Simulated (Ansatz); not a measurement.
# 2H-WS2 bilayer (2H stacking) in a perpendicular field, part 4 of 4

Wanted: the out-of-plane response of the 2H-WS2 bilayer (2H stacking). A positive field points along +c.

Ansatz 0.2.0; plane-wave DFT, r2SCAN-D4, Ansatz PAW (set soft_1); PAW set soft_1 (the session's first sound run).

So far, equivalent conductor thickness p/(ε₀AE) (Å): step 9 (response, atoms held, r2SCAN-D4) 10.1; step 12 (ions relaxed, r2SCAN-D4) 10.1; step 15 (LDA) 10.3; step 18 (PBE) 10.2.

### 20. Same geometry, cutoff 500 eV, functional r2SCAN (run 2)

Level of this step: plane-wave DFT, r2SCAN, Ansatz PAW (set soft_1); PAW set soft_1 (Ansatz).

The same run in the opposite field.

Input file input.yaml:

```yaml
crystal:
  lattice:
    - [3.172360121, 0.0, 0.0]
    - [-1.5861800605, 2.7473444547, 0.0]
    - [0.0, 0.0, 27.405441503]
  atoms:
    - { symbol: S, position: [0.3333333333, 0.6666666667, 0.3284019343] }
    - { symbol: W, position: [0.0, 0.0, 0.3853643818] }
    - { symbol: S, position: [0.3333333333, 0.6666666667, 0.4423216148] }
    - { symbol: S, position: [0.0, 0.0, 0.5576783852] }
    - { symbol: W, position: [0.3333333333, 0.6666666667, 0.6146356182] }
    - { symbol: S, position: [0.0, 0.0, 0.6715980657] }
kpoints:
  mp_grid: { grid: [6, 6, 1] }
hamiltonian:
  xc: r2scan
  pseudopotentials: { kind: paw, azcp: { folder: soft_1 } }
scf:
  occupations: { method: fermi_dirac, width: 0.05 }
  convergence: { dr2_threshold: 1.0e-09 }
efield:
  axis: 3
  dipole_correction: true
  ramp_position: 0.9544
  ramp_width: 0.0912
  amplitude: -0.1
output:
  write_potential: true
  write_density: true
  volumetric_format: npy
```

Started as:

```sh
ansatz run input.yaml --threads 4 --pin off --max-ram 6144MiB --backend cpu --events-out ev --progress --plain --runs-dir out
```

Numbers of over 12 decimals in the logs are rounded to 6 here.

Log:

```text
[...]
Crystal: 6 atoms, lattice volume = 238.854 Å³
Basis set: ecut = 500 eV, 6045 PW (Γ), exchange–correlation on 96×96×800 points (64 copies of the dense FFT grid, shifted against one another)
Bands: 32, of which v1, the nominal top of the filled ones, is band 26 counted from 1 (25 counted from 0)
Symmetry: 6 space group operations
k-points: 7 of 36 (time reversal used)
[...]
k-point 0: bands = [... 22 lower, -0.1322, -0.1322, 1.3571, 1.9792, 4.6099, 4.6099, 4.7192, 4.7192, ... 2 higher]
  k-point 1: bands = [... 22 lower, -0.1167, 0.2862, 1.1119, 1.3546, 4.0389, 4.3434, 4.4022, 4.5533, ... 2 higher]
  k-point 2: bands = [... 22 lower, -0.2591, -0.1307, 0.2425, 0.4060, 4.1935, 4.2471, 4.3829, 4.5573, ... 2 higher]
  k-point 6: bands = [... 22 lower, -0.9912, -0.8798, 1.4752, 1.6190, 3.4540, 3.5728, 4.8551, 5.4070, ... 2 higher]
[key lines of the parts left out:]
SCF converged after 13 iterations
Free energy (F): -24425.164580 eV
Fermi energy:    2.691963 eV
Dipole field:    D = -0.036979 V/Å  (p = -0.048812 e·Å, saw-weighted, corrected)
```

The job ended after 6.2 s (4 threads of Arm Neoverse V1, shared host; peak memory 0.85 GiB).

The dipole is -0.0488 e·Å.

### 21. Response at this level

This step: plane-wave DFT, r2SCAN, Ansatz PAW (set soft_1); response to a field along the normal, atoms held; PAW set soft_1 (Ansatz 0.2.0).

The induced dipole is that of a conductor 10.13 Å thick.

### 22. Same geometry, cutoff 420 eV, functional HSE06

This step: plane-wave DFT, HSE06, Ansatz PAW (set soft_1); PAW set soft_1 (Ansatz 0.2.0).

The geometry is kept and the functional is HSE06; other changes against the main runs: SCF threshold 1.0e-10 → 1.0e-09 eV, cutoff 500 → 420, k-mesh 18×18×1 → 6×6×1 and no dispersion term, which doesn't act on the electrons.

Changes to input.yaml since step 20:

```diff
@@ -15,3 +15,3 @@
 hamiltonian:
-  xc: r2scan
+  xc: hse06
   pseudopotentials: { kind: paw, azcp: { folder: soft_1 } }
@@ -25,3 +25,3 @@
   ramp_width: 0.0912
-  amplitude: -0.1
+  amplitude: 0.1
 output:
```

Log:

```text
[...]
Crystal: 6 atoms, lattice volume = 238.854 Å³
Basis set: ecut = 420 eV, 4675 PW (Γ)
Bands: 32, of which v1, the nominal top of the filled ones, is band 26 counted from 1 (25 counted from 0)
Symmetry: 6 space group operations
k-points: 7 of 36 (time reversal used)
[...]
k-point 0: bands = [... 22 lower, -0.4510, -0.4510, 1.1028, 1.7541, 4.9427, 4.9427, 5.0518]
  k-point 1: bands = [... 22 lower, -0.5240, -0.1138, 0.8241, 1.0808, 4.2903, 4.6130, 4.6984]
  k-point 2: bands = [... 22 lower, -0.6461, -0.5112, -0.1162, 0.0536, 4.4657, 4.5448, 4.6878]
  k-point 6: bands = [... 22 lower, -1.4842, -1.3679, 1.2776, 1.4292, 3.6239, 3.7487, 5.2100]
  guard bands above this table: 3 of the run's 32 bands. The solve was not asked for them (output.publish_guard_bands: true or output.eigenvalues: true publishes all)
[key lines of the parts left out:]
Free energy (F): -24388.976817 eV
Fermi energy:    2.667901 eV
Dipole field:    D = 0.036714 V/Å  (p = 0.048462 e·Å, saw-weighted, corrected)
```

It took 27 s on 4 threads; peak memory 2.6 GiB.

A gap read on the k-mesh alone can miss the band edges.

The dipole is 0.0485 e·Å.

### 23. Same geometry, cutoff 420 eV, functional HSE06 (run 2)

The same run in the opposite field.

Changes to input.yaml since step 22:

```diff
@@ -25,3 +25,3 @@
   ramp_width: 0.0912
-  amplitude: 0.1
+  amplitude: -0.1
 output:
```

Log:

```text
[...]
Crystal: 6 atoms, lattice volume = 238.854 Å³
Basis set: ecut = 420 eV, 4675 PW (Γ)
Bands: 32, of which v1, the nominal top of the filled ones, is band 26 counted from 1 (25 counted from 0)
Symmetry: 6 space group operations
k-points: 7 of 36 (time reversal used)
[...]
--- Band table (eV; the first three rows and the last of 7) ---
  k-point 0: bands = [... 22 lower, -0.4510, -0.4510, 1.1028, 1.7541, 4.9427, 4.9427, 5.0518]
  k-point 1: bands = [... 22 lower, -0.5239, -0.1138, 0.8241, 1.0808, 4.2903, 4.6130, 4.6985]
  k-point 2: bands = [... 22 lower, -0.6461, -0.5112, -0.1162, 0.0536, 4.4657, 4.5448, 4.6878]
  k-point 6: bands = [... 22 lower, -1.4842, -1.3679, 1.2777, 1.4292, 3.6239, 3.7487, 5.2101]
[...]
[key lines of the parts left out:]
Free energy (F): -24388.976817 eV
Fermi energy:    2.667920 eV
Dipole field:    D = -0.036710 V/Å  (p = -0.048456 e·Å, saw-weighted, corrected)
```

Wall time 28 s (4 threads); peak memory 2.6 GiB.

The dipole is -0.0485 e·Å.

### 24. Side by side

Times are for 4 threads of Arm Neoverse V1, shared host. The runs compared:

```tsv
no.	functional	field	dipole along the normal (e·Å)	time	memory (GiB)
1	lda	0.1 V/Å	0.04963	2.1 s	0.45
2	lda	-0.1 V/Å	-0.04963	2.1 s	0.45
3	pbe	0.1 V/Å	0.04928	2.2 s	0.47
4	pbe	-0.1 V/Å	-0.04928	2.1 s	0.46
5	r2scan	0.1 V/Å	0.04881	6.4 s	0.86
6	r2scan	-0.1 V/Å	-0.04881	6.2 s	0.85
7	hse06	0.1 V/Å	0.04846	27 s	2.6
8	hse06	-0.1 V/Å	-0.04846	28 s	2.6
```

### 25. Response at this level

This step: plane-wave DFT, HSE06, Ansatz PAW (set soft_1); response to a field along the normal, atoms held; PAW set soft_1 (Ansatz 0.2.0).

The induced dipole is that of a conductor 10.06 Å thick.

### 26. A changed input

This step: plane-wave DFT, r2SCAN-D4, Ansatz PAW (set soft_1), but for the change named below (Ansatz 0.2.0).

A run with a changed input: it repeats the earlier run at 0.1 V/Å with magnetization to spin_polarized: true and basis.ecutwfc to 51.4 Ry.

Input file input.yaml:

```yaml
crystal:
  lattice:
    - [3.172360121, 0.0, 0.0]
    - [-1.5861800605, 2.7473444547, 0.0]
    - [0.0, 0.0, 27.405441503]
  atoms:
    - { symbol: S, position: [0.3333333333, 0.6666666667, 0.3284019343], spin: -4.0 }
    - { symbol: W, position: [0.0, 0.0, 0.3853643818], spin: 4.0 }
    - { symbol: S, position: [0.3333333333, 0.6666666667, 0.4423216148], spin: 4.0 }
    - { symbol: S, position: [0.0, 0.0, 0.5576783852], spin: 4.0 }
    - { symbol: W, position: [0.3333333333, 0.6666666667, 0.6146356182], spin: -4.0 }
    - { symbol: S, position: [0.0, 0.0, 0.6715980657], spin: 0.5 }
kpoints:
  mp_grid: { grid: [18, 18, 1] }
  band_path:
    path: [[0, 0, 0], [0.5, 0, 0], [0.33333333, 0.33333333, 0], [0, 0, 0]]
    npoints: 16
hamiltonian:
  xc: r2scan
  dispersion: d4
  pseudopotentials: { kind: paw, azcp: { folder: soft_1 } }
scf:
  occupations: { method: fermi_dirac, width: 0.05 }
  convergence: { dr2_threshold: 1.0e-10 }
efield:
  axis: 3
  dipole_correction: true
  ramp_position: 0.9544
  ramp_width: 0.0912
  amplitude: 0.1
output:
  write_potential: true
  write_density: true
  volumetric_format: npy
magnetization:
  spin_polarized: true
basis:
  ecutwfc: "51.4 Ry"
```

Log:

```text
Warning: where an SCF of this run starts from atoms to list the orders of its open shells, S (site 0, from 0) starts with -2.00 μB on its 3p shell, in the place of the -4.00 μB that the deck gives it: its open shells can hold no more by Hund's first rule. To start from spheres of the given moment, type scf.initial_density.shell_occupations: []
[...]
Crystal: 6 atoms, lattice volume = 238.854 Å³
Basis set: ecut = 699.332627 eV, 9959 PW (Γ), exchange–correlation on 120×120×960 points (64 copies of the dense FFT grid, shifted against one another)
Bands: 44, of which v1, the nominal top of the filled ones, is band 26 counted from 1 (25 counted from 0)
Symmetry: 6 space group operations
k-points: 37 of 324 (time reversal used)
[...]
Starting moments: Σ|m| = 20.5 μB on 6 of 6 sites
[...]
SCF iter   1: F=—  HF=-24410.614772 eV  |F-HF|=—  |Δ(HF+E_count)|=         —  Δρ=3.86e-2 (↑3.49e-2 ↓3.86e-2)  dr2=4.89e0  dr2_τ=4.12e-1  dr2_m=2.66e0  M=0.518 μB ∫|m|=5.186 μB  β_m=0.38  ethr=3.10e-3  p=-0.000 e·Å  D=-3.72e-14 V/Å  ΔV_dip=0.00 eV  dr2_dipole=1.07e0  V_vac-E_F(+/−)=6.46/4.03 eV  ⟨swp⟩=11.1  Hψ=22558  notcnv=0  defer=149
[...]
spin=Collinear: LDOS preconditioning applied to the charge; magnetization (m = ρ↑ − ρ↓) channel mixes plain (no charge-response kernel on spin).
SCF iter   2: F=—  HF=-24415.263939 eV  |F-HF|=—  |Δ(HF+E_count)|=    4.65e0  Δρ=2.89e-2 (↑2.74e-2 ↓2.89e-2)  dr2=1.24e0  dr2_τ=2.13e-2  dr2_m=1.59e0  M=0.263 μB ∫|m|=4.246 μB  β_m=0.31  ethr=3.10e-3  p=0.018 e·Å  D=1.36e-2 V/Å  ΔV_dip=-0.37 eV  dr2_dipole=2.68e-1  V_vac-E_F(+/−)=5.67/3.61 eV  ⟨swp⟩=3.9  Hψ=5808  notcnv=0  defer=703  κ⁻¹=1.0e0(r=1)
[...]
SCF iter  21: F=-24425.951144 eV  HF=-24425.951144 eV  |F-HF|=3.27e-11  |Δ(HF+E_count)|=  2.80e-10  Δρ=8.67e-8 (↑8.51e-8 ↓8.67e-8)  dr2=1.39e-11  dr2_τ=2.75e-13  dr2_m=1.47e-11  M=-0.000 μB ∫|m|=0.000 μB  ethr=1.00e-12  p=0.049 e·Å  D=3.70e-2 V/Å  ΔV_dip=-1.01 eV  dr2_dipole=2.20e-12  V_vac-E_F(+/−)=5.46/4.04 eV  ⟨swp⟩=17.6  Hψ=22901  notcnv=0
SCF 1 converged in 21 iterations: F = -24425.951144 eV  dr2 = 1.39e-11
[...]
WARN: the starting moments were not kept: the SCF closed with an absolute magnetisation of 1.0e-5 μB, where they sum to 20.5 μB in size (6 sites). That is at most 0.1 of that sum. Measured as dr2_m measures the in/out step, that magnetisation stands 6.1e-12 eV from none, at or under the dr2_threshold of 1.0e-10 eV: it is no larger than a step whose dr2_m would equal this threshold. The system may hold no moment; this [...]
[...]
SCF converged after 21 iterations
Magnetization: -0.0000 μB (26.0000 up, 26.0000 down)
Absolute magnetization: 0.0000 μB (∫|ρ↑−ρ↓|, with the PAW one-centre terms)
[...]
Per-site moments (μB) at R_I (Å): [(7.038653776835178e-7, 0.992712), (-1.1120640179575675e-6, 0.992673), (8.24578567628262e-7, 0.992673), (-9.617658103332491e-7, 0.992673), (1.3471401180783163e-6, 0.992673), (-1.051393757788018e-6, 0.992712)]
Free energy (F): -24425.951144 eV
[...]
Internal energy: -24425.951144 eV  (E = F + TS)
E sigma→0 (E₀):  -24425.951144 eV
Entropy (-TS):   -0.000000 eV (-0.000 meV/atom)
Fermi energy:    2.709837 eV
Dipole field:    D = 0.036964 V/Å  (p = 0.048793 e·Å, saw-weighted, corrected)
Work function:   not extracted (applied field tilts the vacuum); planar V_es + V_field profile in the machine report
[...]
--- Band table (eV; the first three rows and the last of 74) ---
  k-point 0 ↑: bands = [... 22 lower, -0.1322, -0.1322, 1.3565, 1.9787, 4.6090, 4.6090, 4.7184, 4.7184, ... 14 higher]
  k-point 1 ↑: bands = [... 22 lower, -0.1348, 0.1452, 1.3432, 1.9140, 4.5682, 4.6423, 4.6900, 4.6925, ... 14 higher]
  k-point 2 ↑: bands = [... 22 lower, -0.0733, 0.3087, 1.2801, 1.7058, 4.3445, 4.4853, 4.5635, 4.5644, ... 14 higher]
  k-point 36 ↓: bands = [... 22 lower, -0.9918, -0.8800, 1.4730, 1.6172, 3.4527, 3.5719, 4.8545, 5.4065, ... 14 higher]
```

Elapsed: 7.4 min, on 4 threads; peak memory 2.8 GiB; 29 min of CPU time.

Numbers from this step:

```yaml
dipole_along_the_normal: 0.04879 e·Å
gap_along_the_path: 1.474 eV
gap_the_smaller_of_path_and_mesh: 1.474 eV
```

Deep bands are left out, so band numbers here count from the lowest band kept and differ from the log's. Electronic bands along the path, in eV, zero at the Fermi level of the run, which the smearing sets inside the gap; # counts the bands kept:

```tsv
point	up #13	up #14	up #15	up #16	down #13	down #14	down #15	down #16
Γ	-1.35	-0.73	1.90	1.90	-1.35	-0.73	1.90	1.90
halfway	-2.09	-1.96	1.20	1.51	-2.09	-1.96	1.20	1.51
M	-2.20	-2.06	1.84	1.96	-2.20	-2.06	1.84	1.96
halfway	-1.70	-1.55	1.48	1.61	-1.70	-1.55	1.48	1.61
K	-1.24	-1.09	0.74	0.86	-1.24	-1.09	0.74	0.86
halfway	-2.11	-1.99	0.87	1.26	-2.11	-1.99	0.87	1.26
Γ	-1.35	-0.73	1.90	1.90	-1.35	-0.73	1.90	1.90
```

```tsv
quantity	this run	earlier run	difference
dipole along the normal (e·Å)	0.04879	0.04879	4.5e-7
gap along the path (eV)	1.474	1.474	-1.3e-5
```

Nothing in the table moves by 0.01 in its unit (for the dipole 0.5 % and 5e-5 e·Å). The run took 21 SCF cycles against 14.

No band crosses the Fermi level on this path.

### 27. A changed input: basis.xc_grid = 3 and crystal.symmetry = {"detect": false}

This step: plane-wave DFT, r2SCAN-D4, Ansatz PAW (set soft_1) (Ansatz 0.2.0).

Another changed input: it repeats the earlier run at 0.1 V/Å with basis.xc_grid to 3 and crystal.symmetry to detect: false.

input.yaml, the sections that differ from step 26:

```yaml
crystal:
  lattice:
    - [3.172360121, 0.0, 0.0]
    - [-1.5861800605, 2.7473444547, 0.0]
    - [0.0, 0.0, 27.405441503]
  atoms:
    - { symbol: S, position: [0.3333333333, 0.6666666667, 0.3284019343] }
    - { symbol: W, position: [0.0, 0.0, 0.3853643818] }
    - { symbol: S, position: [0.3333333333, 0.6666666667, 0.4423216148] }
    - { symbol: S, position: [0.0, 0.0, 0.5576783852] }
    - { symbol: W, position: [0.3333333333, 0.6666666667, 0.6146356182] }
    - { symbol: S, position: [0.0, 0.0, 0.6715980657] }
  symmetry: { detect: false }
basis:
  xc_grid: 3
# kpoints, hamiltonian, scf, efield, output: as in step 26
# magnetization: removed
```

Log:

```text
[...]
Crystal: 6 atoms, lattice volume = 238.854 Å³
Basis set: ecut = 500 eV, 6045 PW (Γ), exchange–correlation on 72×72×600 points (27 copies of the dense FFT grid, shifted against one another)
Bands: 32, of which v1, the nominal top of the filled ones, is band 26 counted from 1 (25 counted from 0)
Symmetry: 1 space group operations
k-points: 164 of 324 (time reversal used)
[...]
SCF iter   1: F=—  HF=-24426.147527 eV  |F-HF|=—  |Δ(HF+E_count)|=         —  Δρ=3.05e-2  dr2=2.39e0  dr2_τ=1.81e-1  ethr=3.10e-3  p=-0.000 e·Å  D=-2.94e-14 V/Å  ΔV_dip=0.00 eV  dr2_dipole=5.67e-2  V_vac-E_F(+/−)=6.97/4.55 eV  ⟨swp⟩=11.0  Hψ=32905  notcnv=0
[...]
SCF iter  14: F=-24425.944135 eV  HF=-24425.944135 eV  |F-HF|=9.09e-11  |Δ(HF+E_count)|=  2.98e-10  Δρ=1.40e-7  dr2=8.65e-11  dr2_τ=4.40e-12  ethr=1.00e-12  p=0.049 e·Å  D=3.70e-2 V/Å  ΔV_dip=-1.01 eV  dr2_dipole=1.38e-11  V_vac-E_F(+/−)=5.44/4.04 eV  ⟨swp⟩=9.9  Hψ=21787  notcnv=0
SCF 1 converged in 14 iterations: F = -24425.944135 eV  dr2 = 8.65e-11
[...]
SCF converged after 14 iterations
Free energy (F): -24425.944135 eV
[...]
Internal energy: -24425.944135 eV  (E = F + TS)
E sigma→0 (E₀):  -24425.944135 eV
Entropy (-TS):   -0.000000 eV (-0.000 meV/atom)
Fermi energy:    2.709713 eV
Dipole field:    D = 0.036967 V/Å  (p = 0.048796 e·Å, saw-weighted, corrected)
Work function:   not extracted (applied field tilts the vacuum); planar V_es + V_field profile in the machine report
[...]
--- Band table (eV; the first three rows and the last of 164) ---
  k-point 0: bands = [... 22 lower, -0.1324, -0.1324, 1.3564, 1.9786, 4.6090, 4.6090, 4.7184, 4.7184, ... 2 higher]
  k-point 1: bands = [... 22 lower, -0.1350, 0.1451, 1.3431, 1.9139, 4.5682, 4.6422, 4.6900, 4.6925, ... 2 higher]
  k-point 2: bands = [... 22 lower, -0.0733, 0.3087, 1.2800, 1.7057, 4.3445, 4.4853, 4.5635, 4.5643, ... 2 higher]
  k-point 163: bands = [... 22 lower, 0.0903, 0.2322, 0.5088, 0.6493, 4.5521, 4.6728, 4.9876, 5.1486, ... 2 higher]
```

Elapsed: 1.8 min, on 4 threads; peak memory 2 GiB; 7.2 min of CPU time.

This step gave:

```yaml
dipole_along_the_normal: 0.04880 e·Å
smallest_direct_gap_along_the_path: 1.835 eV
```

The electronic bands at the labelled points (eV, zero at the Fermi level of the run, which the smearing sets inside the gap):

```tsv
point	band 23	band 24	band 25	band 26	band 27	band 28	band 29	band 30
Γ	-2.84	-2.84	-1.35	-0.73	1.90	1.90	2.01	2.01
halfway	-3.07	-2.70	-2.09	-1.96	1.20	1.51	1.63	1.66
M	-2.62	-2.48	-2.20	-2.06	1.84	1.96	2.28	2.44
halfway	-3.52	-3.33	-1.70	-1.55	1.48	1.61	2.54	2.66
K	-3.70	-3.59	-1.24	-1.09	0.74	0.86	2.14	2.70
halfway	-2.70	-2.51	-2.11	-1.99	0.87	1.26	1.76	1.96
Γ	-2.84	-2.84	-1.35	-0.73	1.90	1.90	2.01	2.01
```

```tsv
quantity	this run	earlier run	difference
dipole along the normal (e·Å)	0.04880	0.04879	3.5e-6
gap along the path (eV)	1.474	1.474	-2.0e-6
smallest direct gap along the path (eV)	1.835	1.835	-3.0e-6
```

Nothing in the table moves by 0.01 in its unit (for the dipole 0.5 % and 5e-5 e·Å).

### 28. Summary of results

| Item | Value |
| --- | --- |
| gap without field | 1.54 eV |
| ionisation energy, upper face | 5.51 eV |
| electron affinity, upper face | 3.97 eV |
| equivalent conductor thickness, atoms held | 10.1 Å |
| equivalent conductor thickness, atoms relaxed | 10.1 Å |
| equivalent conductor thickness, LDA | 10.3 Å |
| equivalent conductor thickness, PBE | 10.2 Å |
| equivalent conductor thickness, r2SCAN | 10.1 Å |
| equivalent conductor thickness, HSE06 | 10.1 Å |

In words: The induced dipole equals that of a perfect conductor 10.13 Å thick, while the outer atoms lie 9.41 Å apart; an out-of-plane ε follows only once a thickness t is chosen, by 1 − 1/ε = 10.13 Å / t. The gap goes from 1.54 eV to 1.27 eV at 0.35 V/Å. Across the functionals the thickness runs from 10.06 to 10.30 Å; those runs use a coarser k-mesh, so they are to be compared with each other. With the field reversed the gap is 1.40 eV at -0.2 V/Å. Semilocal functionals give gaps that are too small, and excitons are not included. Spin-orbit coupling is left out, which matters for the bands of elements this heavy.

[Logs are printed without paths, hosts, clocks, repeated set-up lines and the standing remarks that a program may print on its own settings, such as how far it seeks lower states.]

[Hosts, paths, dates, database ids (printed as entryN), source tags and the programs' standing remarks are cut or masked in the printed files.]

[Maps of the electrostatic potential energy from Ansatz leave out the sawtooth potential of an applied field or a dipole correction, so their vacuum need not be flat; planar profiles and work functions include it.]
